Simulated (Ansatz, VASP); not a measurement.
# Al35BN36 (B_Al): VASP beside Ansatz

One calculation is typed for both programs; each brings its own data sets. How far apart do they land? Of the first pair: The structure shown is the start of the Ansatz relaxation below; VASP solves that cell, so the two are compared at the walk's first step.

Program: Ansatz 0.2.0. Level of theory: plane waves, with VASP 6.6.1 beside it; single point at r2SCAN. Results are calculated unless marked as measured.

### 1. The starting structure

The cell holds 72 atoms: 35 Al, 36 N and 1 B. Cell: a = 9.320 Å, b = 9.320 Å, c = 9.956 Å, α = 90.0°, β = 90.0°, γ = 120.0°. It derives from AlN (AlN (P6_3mc)). Nearest the centre at fractional (0.444, 0.556, 0.500): B72 at 0.05 Å, N56 at 1.87 Å, N40 at 1.88 Å, N52 at 1.92 Å, N55 at 1.93 Å, Al20 at 3.03 Å, Al22 at 3.04 Å, N53 at 3.05 Å. The cell carries charge +1.

Coordinates:

```
Al N B
1.0
     9.31957    0.00000    0.00000
    -4.65978    8.07098    0.00000
     0.00000    0.00000    9.95648
Al N B
35 36 1
Direct
  0.21614 0.10835 0.24869
  0.11305 0.21818 0.49872
  0.22099 0.10599 0.74707
  0.10819 0.22502 0.99768
  0.22668 0.44423 0.24697
  0.10709 0.55709 0.50150
  0.22394 0.44686 0.75420
  0.10514 0.55351 0.00059
  0.22118 0.78250 0.25024
  0.10721 0.88505 0.49612
  0.22757 0.78204 0.75165
  0.11195 0.88490 0.99682
  0.55911 0.11136 0.25346
  0.44466 0.22502 0.50394
  0.55162 0.11246 0.74727
  0.44933 0.22778 0.00061
  0.55595 0.44906 0.24677
  0.55538 0.44039 0.74623
  0.44128 0.55104 0.99627
  0.55697 0.77835 0.25449
  0.44813 0.89503 0.49930
  0.54957 0.77370 0.74881
  0.44016 0.88968 0.99722
  0.88535 0.11349 0.24821
  0.77659 0.22338 0.50425
  0.89318 0.11140 0.75277
  0.78047 0.22757 0.00213
  0.88280 0.44106 0.24875
  0.78061 0.55685 0.50407
  0.88302 0.44032 0.75076
  0.77526 0.55862 0.99744
  0.88783 0.78248 0.24888
  0.77305 0.88399 0.49739
  0.89456 0.77847 0.74987
  0.78234 0.89401 0.99748
  0.22172 0.11464 0.44394
  0.11675 0.22388 0.18863
  0.21785 0.10613 0.93799
  0.11338 0.22135 0.68612
  0.22314 0.43980 0.44177
  0.11325 0.55967 0.19415
  0.22586 0.44209 0.93929
  0.11646 0.56078 0.69124
  0.22057 0.77427 0.43626
  0.11295 0.88489 0.19175
  0.22591 0.78360 0.93885
  0.11685 0.88986 0.68973
  0.55583 0.11099 0.44541
  0.44379 0.21664 0.18955
  0.55328 0.11119 0.93587
  0.44523 0.22274 0.69538
  0.55831 0.44198 0.44310
  0.44664 0.55282 0.19343
  0.56020 0.44389 0.93845
  0.44502 0.55127 0.69298
  0.55760 0.77420 0.43841
  0.43889 0.88428 0.19181
  0.55200 0.77475 0.93646
  0.44426 0.89382 0.69215
  0.88588 0.10992 0.43602
  0.78029 0.22778 0.19261
  0.88357 0.10857 0.94298
  0.77496 0.22380 0.68690
  0.89400 0.44770 0.44316
  0.77923 0.55671 0.19526
  0.88853 0.44909 0.94256
  0.77340 0.55167 0.69358
  0.88489 0.77190 0.43915
  0.77980 0.88538 0.18826
  0.88744 0.77367 0.94411
  0.77399 0.88526 0.68677
  0.44939 0.55815 0.49658
```

### 2. Ansatz: relaxation, r2SCAN

Ansatz runs on its PAW soft_1 files.

The two programs are compared at the cell with which this relaxation starts, whose forces are those of its first step.

Contents of input.yaml:

```yaml
crystal:
  lattice:
    - [9.31956554, 9.0e-08, 0.0]
    - [-4.65978284, 8.07098046, 0.0]
    - [0.0, 0.0, 9.95647772]
  atoms:
    - { symbol: Al, position: [0.22222222, 0.11111111, 0.24960167] }
    - { symbol: Al, position: [0.11111111, 0.22222222, 0.49960167] }
    - { symbol: "N", position: [0.22222222, 0.11111111, 0.44039833] }
    - { symbol: "N", position: [0.11111111, 0.22222222, 0.19039833] }
    - { symbol: Al, position: [0.22222222, 0.11111111, 0.74960167] }
    - { symbol: Al, position: [0.11111111, 0.22222222, 0.99960167] }
    - { symbol: "N", position: [0.22222222, 0.11111111, 0.94039833] }
    - { symbol: "N", position: [0.11111111, 0.22222222, 0.69039833] }
    - { symbol: Al, position: [0.22222222, 0.44444444, 0.24960167] }
    - { symbol: Al, position: [0.11111111, 0.55555556, 0.49960167] }
    - { symbol: "N", position: [0.22222222, 0.44444444, 0.44039833] }
    - { symbol: "N", position: [0.11111111, 0.55555556, 0.19039833] }
    - { symbol: Al, position: [0.22222222, 0.44444444, 0.74960167] }
    - { symbol: Al, position: [0.11111111, 0.55555556, 0.99960167] }
    - { symbol: "N", position: [0.22222222, 0.44444444, 0.94039833] }
    - { symbol: "N", position: [0.11111111, 0.55555556, 0.69039833] }
    - { symbol: Al, position: [0.22222222, 0.77777778, 0.24960167] }
    - { symbol: Al, position: [0.11111111, 0.88888889, 0.49960167] }
    - { symbol: "N", position: [0.22222222, 0.77777778, 0.44039833] }
    - { symbol: "N", position: [0.11111111, 0.88888889, 0.19039833] }
    - { symbol: Al, position: [0.22222222, 0.77777778, 0.74960167] }
    - { symbol: Al, position: [0.11111111, 0.88888889, 0.99960167] }
    - { symbol: "N", position: [0.22222222, 0.77777778, 0.94039833] }
    - { symbol: "N", position: [0.11111111, 0.88888889, 0.69039833] }
    - { symbol: Al, position: [0.55555556, 0.11111111, 0.24960167] }
    - { symbol: Al, position: [0.44444444, 0.22222222, 0.49960167] }
    - { symbol: "N", position: [0.55555556, 0.11111111, 0.44039833] }
    - { symbol: "N", position: [0.44444444, 0.22222222, 0.19039833] }
    - { symbol: Al, position: [0.55555556, 0.11111111, 0.74960167] }
    - { symbol: Al, position: [0.44444444, 0.22222222, 0.99960167] }
    - { symbol: "N", position: [0.55555556, 0.11111111, 0.94039833] }
    - { symbol: "N", position: [0.44444444, 0.22222222, 0.69039833] }
    - { symbol: Al, position: [0.55555556, 0.44444444, 0.24960167] }
    - { symbol: B, position: [0.44444444, 0.55555556, 0.49960167] }
    - { symbol: "N", position: [0.55555556, 0.44444444, 0.44039833] }
    - { symbol: "N", position: [0.44444444, 0.55555556, 0.19039833] }
    - { symbol: Al, position: [0.55555556, 0.44444444, 0.74960167] }
    - { symbol: Al, position: [0.44444444, 0.55555556, 0.99960167] }
    - { symbol: "N", position: [0.55555556, 0.44444444, 0.94039833] }
    - { symbol: "N", position: [0.44444444, 0.55555556, 0.69039833] }
    - { symbol: Al, position: [0.55555556, 0.77777778, 0.24960167] }
    - { symbol: Al, position: [0.44444444, 0.88888889, 0.49960167] }
    - { symbol: "N", position: [0.55555556, 0.77777778, 0.44039833] }
    - { symbol: "N", position: [0.44444444, 0.88888889, 0.19039833] }
    - { symbol: Al, position: [0.55555556, 0.77777778, 0.74960167] }
    - { symbol: Al, position: [0.44444444, 0.88888889, 0.99960167] }
    - { symbol: "N", position: [0.55555556, 0.77777778, 0.94039833] }
    - { symbol: "N", position: [0.44444444, 0.88888889, 0.69039833] }
    - { symbol: Al, position: [0.88888889, 0.11111111, 0.24960167] }
    - { symbol: Al, position: [0.77777778, 0.22222222, 0.49960167] }
    - { symbol: "N", position: [0.88888889, 0.11111111, 0.44039833] }
    - { symbol: "N", position: [0.77777778, 0.22222222, 0.19039833] }
    - { symbol: Al, position: [0.88888889, 0.11111111, 0.74960167] }
    - { symbol: Al, position: [0.77777778, 0.22222222, 0.99960167] }
    - { symbol: "N", position: [0.88888889, 0.11111111, 0.94039833] }
    - { symbol: "N", position: [0.77777778, 0.22222222, 0.69039833] }
    - { symbol: Al, position: [0.88888889, 0.44444444, 0.24960167] }
    - { symbol: Al, position: [0.77777778, 0.55555556, 0.49960167] }
    - { symbol: "N", position: [0.88888889, 0.44444444, 0.44039833] }
    - { symbol: "N", position: [0.77777778, 0.55555556, 0.19039833] }
    - { symbol: Al, position: [0.88888889, 0.44444444, 0.74960167] }
    - { symbol: Al, position: [0.77777778, 0.55555556, 0.99960167] }
    - { symbol: "N", position: [0.88888889, 0.44444444, 0.94039833] }
    - { symbol: "N", position: [0.77777778, 0.55555556, 0.69039833] }
    - { symbol: Al, position: [0.88888889, 0.77777778, 0.24960167] }
    - { symbol: Al, position: [0.77777778, 0.88888889, 0.49960167] }
    - { symbol: "N", position: [0.88888889, 0.77777778, 0.44039833] }
    - { symbol: "N", position: [0.77777778, 0.88888889, 0.19039833] }
    - { symbol: Al, position: [0.88888889, 0.77777778, 0.74960167] }
    - { symbol: Al, position: [0.77777778, 0.88888889, 0.99960167] }
    - { symbol: "N", position: [0.88888889, 0.77777778, 0.94039833] }
    - { symbol: "N", position: [0.77777778, 0.88888889, 0.69039833] }
  host:
    repeats: [3, 3, 2]
    atoms:
      - { symbol: Al, position: [0.66666667, 0.33333333, 0.49920333] }
      - { symbol: Al, position: [0.33333333, 0.66666667, 0.99920333] }
      - { symbol: "N", position: [0.66666667, 0.33333333, 0.88079667] }
      - { symbol: "N", position: [0.33333333, 0.66666667, 0.38079667] }
total_charge: 1
basis:
  ecutwfc: 500
  xc_grid: 2
hamiltonian:
  xc: r2scan
  pseudopotentials: { kind: paw, azcp: { folder: soft_1 } }
kpoints:
  mp_grid: { grid: [1, 1, 1], shift: [0.25, 0.25, 0.25] }
magnetization:
  spin_polarized: true
  initial_magnetization: 1
  spin_locking: { lock_magnetization: hard }
scf:
  occupations: { method: fixed }
  max_iter: 100
output:
  forces: true
  charged_corrections:
    epsilon: [4.49, 4.49, 4.72]
    static_epsilon: [8.15, 8.15, 9.65]
    defect_position: [0.444444, 0.555556, 0.499602]
relax:
  f_tol: 0.02
  max_steps: 80
  random_displacement: { amplitude: 0.05, seed: 2512 }
checkpoint:
  write: "../qp1_M1.relax.run"
  compress: false
  write_wavefunctions: true
  write_every: 100000
```

Launch:

```
> ansatz run input.yaml --threads 4 --pin off --max-ram 7536MiB --backend cpu --events-out ev --progress --plain --runs-dir out
```

Numbers of over 12 decimals in the logs are rounded to 6 here.

Output:

```text
Warning: This run holds its total moment fixed (magnetization.spin_locking.lock_magnetization: hard) and mixes its density by anderson or broyden (scf.mixing.algorithm, typed or taken by auto). Slabs with a fixed moment have converged under broyden above another state at the same moment, at the default mixing steps and at smaller ones, and under scf.lower_state_search: standard, light or off a state that such a mixer [...]
Engine: ansatz 0.2.0, aarch64-unknown-linux-gnu
Pseudopotentials: kind: paw
Pseudopotential: Al, paw, valence charge 3, recommended cutoff 500 eV (meta_gga), soft_1/Al.paw.azcp
Pseudopotential: N, paw, valence charge 5, recommended cutoff 500 eV (meta_gga), soft_1/N.paw.azcp
Pseudopotential: B, paw, valence charge 3, recommended cutoff 500 eV (meta_gga), soft_1/B.paw.azcp
Functional definition: r2SCAN
  parameter k0 = 0.174
  parameter k1 = 0.065
  parameter a1 = 4.9479
  exchange = r2scan_x(k0 = k0, k1 = k1, a1 = a1)
  correlation = r2scan_c
Crystal: 72 atoms, lattice volume = 748.907 Å³
Basis set: ecut = 500 eV, 18913 PW (Γ), exchange–correlation on 144×144×150 points (8 copies of the dense FFT grid, shifted against one another)
Bands: 216, of which v1, the nominal top of the filled ones, is band 144 counted from 1 (143 counted from 0)
Symmetry: 1 space group operations
k-points: 1
Non-local potential: Al, projectors of the file, l = 0: 2, l = 1: 2, l = 2: 1
Non-local potential: N, projectors of the file, l = 0: 2, l = 1: 2, l = 2: 1
Non-local potential: B, projectors of the file, l = 0: 2, l = 1: 2, l = 2: 1
PAW form: soft (Blöchl's): semilocal exchange-correlation on the pseudo side does not see the compensation charge
PAW frozen core: Al, regenerated for the run's functional (the file was generated under x = pbe(κ = 0.804, μ = 0.219515), c = pbe(β = 0.066725))
PAW frozen core: N, regenerated for the run's functional (the file was generated under x = pbe(κ = 0.804, μ = 0.219515), c = pbe(β = 0.066725))
PAW frozen core: B, regenerated for the run's functional (the file was generated under x = pbe(κ = 0.804, μ = 0.219515), c = pbe(β = 0.066725))
PAW one-centre angular grid: Al, 302 points (default); XC on 160 Gauss nodes
PAW one-centre angular grid: N, 302 points (default); XC on 160 Gauss nodes
PAW one-centre angular grid: B, 302 points (default); XC on 223 of its mesh's 2233 points in the sphere
Initial density: superposition of atomic densities (chi_scale 0.1, normalization cell, long waves kept (reshape's long-wave potential 0.15 eV rms))
Starting moments: Σ|m| = 1 μB on 72 of 72 sites
Initial wavefunctions: pseudopotential atomic-orbital guess
Functional: x = r2scan, c = r2scan; τ floored in thin density (d = 2e-4 eV/Å³)
SCF iter   1: F=—  HF=-33082.903910 eV  |F-HF|=—  |Δ(HF+E_count)|=         —  Δρ=6.94e-2 (↑6.92e-2 ↓6.94e-2)  dr2=1.78e2  dr2_τ=4.91e0  dr2_m=1.98e-1  M=1.000 μB ∫|m|=1.008 μB  β_m=1.20  ethr=3.10e-3  ⟨swp⟩=6.0  Hψ=1486  notcnv=0  defer=132
preconditioner: auto → Resta (q_TF=auto, 2.325 Å⁻¹)  ε∞=3.3  [insulator: Δε(μ)=0.109 eV  Ē_g=15.187 eV  n_scr=156 (ndim 8)  ℏωp=23.0 eV  f_vac=0.000  ε∞_Penn≈3.3]
spin=Collinear: Resta preconditioning applied to the charge; magnetization (m = ρ↑ − ρ↓) channel mixes plain (no charge-response kernel on spin).
SCF iter   2: F=—  HF=-33046.806956 eV  |F-HF|=—  |Δ(HF+E_count)|=    3.61e1  Δρ=3.56e-2 (↑3.56e-2 ↓3.51e-2)  dr2=4.69e1  dr2_τ=4.03e-1  dr2_m=9.89e-3  M=1.000 μB ∫|m|=1.145 μB  β_m=1.20  ethr=3.10e-3  ⟨swp⟩=3.0  Hψ=746  notcnv=0  defer=141  κ⁻¹=1.0e0(r=1)
SCF iter   3: F=—  HF=-33042.321869 eV  |F-HF|=—  |Δ(HF+E_count)|=    4.49e0  Δρ=1.86e-2 (↑1.77e-2 ↓1.86e-2)  dr2=6.19e0  dr2_τ=6.83e-2  dr2_m=5.57e-2  M=1.000 μB ∫|m|=1.267 μB  β_m=1.20  ethr=3.10e-3  ⟨swp⟩=3.5  Hψ=599  notcnv=0  defer=140  κ⁻¹=6.3e-2(r=2)
SCF iter   4: F=—  HF=-33042.883253 eV  |F-HF|=—  |Δ(HF+E_count)|=   5.61e-1  Δρ=1.25e-2 (↑1.25e-2 ↓1.24e-2)  dr2=2.49e0  dr2_τ=3.44e-2  dr2_m=1.59e-3  M=1.000 μB ∫|m|=1.219 μB  β_m=1.20  ethr=2.16e-3  ⟨swp⟩=2.0  Hψ=456  notcnv=0  defer=137  κ⁻¹=9.2e-3(r=3)
SCF iter   5: F=—  HF=-33043.101495 eV  |F-HF|=—  |Δ(HF+E_count)|=   2.18e-1  Δρ=5.04e-3 (↑3.48e-3 ↓5.04e-3)  dr2=4.35e-1  dr2_τ=6.02e-3  dr2_m=2.19e-2  M=1.000 μB ∫|m|=1.209 μB  β_m=1.20  ethr=8.69e-4  ⟨swp⟩=3.0  Hψ=412  notcnv=0  defer=141  κ⁻¹=1.3e-3(r=4)
[...]
k-point 0 ↓: bands = [... 140 lower, 6.4717, 6.5220, 6.5400, 6.6776, 12.6106, 12.7468, 12.8322, 13.0308, ... 68 higher]
--- Relaxed structure (7 steps of the walk, 7 accepted, 0 SCFs on fresh bases) ---
  F+E_penalty+E_count = -33046.67189335 eV   max|allowed force component| = 5.954e-3 eV/Å
  atoms:
    - { symbol: Al, position: [0.222012, 0.110890, 0.249677] }
    - { symbol: Al, position: [0.115821, 0.224679, 0.499878] }
    - { symbol: N, position: [0.221673, 0.110483, 0.440206] }
    - { symbol: N, position: [0.112432, 0.224202, 0.192124] }
    - { symbol: Al, position: [0.221999, 0.110825, 0.750181] }
    - { symbol: Al, position: [0.111903, 0.223484, 0.999510] }
    - { symbol: N, position: [0.222358, 0.111598, 0.941400] }
    - { symbol: N, position: [0.111504, 0.221744, 0.690087] }
    - { symbol: Al, position: [0.226894, 0.446589, 0.252966] }
    - { symbol: Al, position: [0.115948, 0.557471, 0.499864] }
    - { symbol: N, position: [0.247173, 0.457325, 0.447834] }
    - { symbol: N, position: [0.112358, 0.554177, 0.192271] }
    - { symbol: Al, position: [0.224180, 0.445284, 0.743566] }
    - { symbol: Al, position: [0.111981, 0.554702, 0.999511] }
    - { symbol: N, position: [0.223804, 0.445364, 0.936298] }
    - { symbol: N, position: [0.111503, 0.555785, 0.690289] }
    - { symbol: Al, position: [0.222171, 0.777552, 0.249729] }
    - { symbol: Al, position: [0.110896, 0.888589, 0.500163] }
    - { symbol: N, position: [0.221747, 0.778183, 0.440265] }
    - { symbol: N, position: [0.111289, 0.888601, 0.190556] }
    - { symbol: Al, position: [0.222028, 0.777669, 0.750290] }
    - { symbol: Al, position: [0.111000, 0.888637, 0.999851] }
    - { symbol: N, position: [0.222289, 0.777652, 0.941524] }
    - { symbol: N, position: [0.111346, 0.888703, 0.691256] }
    - { symbol: Al, position: [0.555662, 0.110923, 0.249870] }
    - { symbol: Al, position: [0.442071, 0.224438, 0.499738] }
    - { symbol: N, position: [0.554769, 0.110882, 0.441459] }
    - { symbol: N, position: [0.445766, 0.224134, 0.192309] }
    - { symbol: Al, position: [0.555405, 0.110790, 0.749569] }
    - { symbol: Al, position: [0.444954, 0.223401, 0.999478] }
    - { symbol: N, position: [0.555107, 0.111051, 0.941288] }
    - { symbol: N, position: [0.444318, 0.221729, 0.690228] }
    - { symbol: Al, position: [0.552843, 0.446494, 0.252943] }
    - { symbol: B, position: [0.443798, 0.554512, 0.502201] }
    - { symbol: N, position: [0.542979, 0.456850, 0.448068] }
    - { symbol: N, position: [0.444736, 0.555423, 0.187656] }
    - { symbol: Al, position: [0.554458, 0.445394, 0.743428] }
    - { symbol: Al, position: [0.444230, 0.555208, 0.997646] }
    - { symbol: N, position: [0.554693, 0.445360, 0.936411] }
    - { symbol: N, position: [0.444788, 0.555300, 0.670020] }
    - { symbol: Al, position: [0.553085, 0.772695, 0.253207] }
    - { symbol: Al, position: [0.442209, 0.883388, 0.499911] }
    - { symbol: N, position: [0.542792, 0.753243, 0.447871] }
    - { symbol: N, position: [0.445825, 0.887595, 0.192201] }
    - { symbol: Al, position: [0.554490, 0.775375, 0.743333] }
    - { symbol: Al, position: [0.444932, 0.887636, 0.999463] }
    - { symbol: N, position: [0.554654, 0.776267, 0.936304] }
    - { symbol: N, position: [0.444227, 0.888615, 0.690342] }
    - { symbol: Al, position: [0.888751, 0.110950, 0.249960] }
[...]
- { symbol: Al, position: [0.888619, 0.444031, 0.250008] }
    - { symbol: Al, position: [0.774745, 0.557451, 0.500044] }
    - { symbol: N, position: [0.888980, 0.445227, 0.441483] }
    - { symbol: N, position: [0.775713, 0.554137, 0.192299] }
    - { symbol: Al, position: [0.888823, 0.444376, 0.749593] }
    - { symbol: Al, position: [0.776256, 0.554881, 0.999466] }
    - { symbol: N, position: [0.889025, 0.444974, 0.941307] }
    - { symbol: N, position: [0.778476, 0.555794, 0.690411] }
    - { symbol: Al, position: [0.888663, 0.777606, 0.249738] }
    - { symbol: Al, position: [0.774534, 0.883638, 0.499991] }
    - { symbol: N, position: [0.889227, 0.778174, 0.440294] }
    - { symbol: N, position: [0.775791, 0.887596, 0.192127] }
    - { symbol: Al, position: [0.888999, 0.777760, 0.750327] }
    - { symbol: Al, position: [0.776313, 0.887840, 0.999547] }
    - { symbol: N, position: [0.888411, 0.777727, 0.941443] }
    - { symbol: N, position: [0.778404, 0.888583, 0.690251] }
```

Reading the cycles: dr2 is the Hartree energy of the density residual (eV), the measure of convergence; HF is the Harris–Foulkes estimate of the energy, which meets the free energy F at convergence.

(Part 1 of 3 ends here.)

[Lines on the potential files, build, host, timing and source positions are cut from VASP's logs without a mark.]

[Logs are printed without paths, hosts, clocks, repeated set-up lines and the standing remarks that a program may print on its own settings, such as how far it seeks lower states.]

[Hosts, paths, dates, database ids (printed as entryN), source tags and the programs' standing remarks are cut or masked in the printed files.]
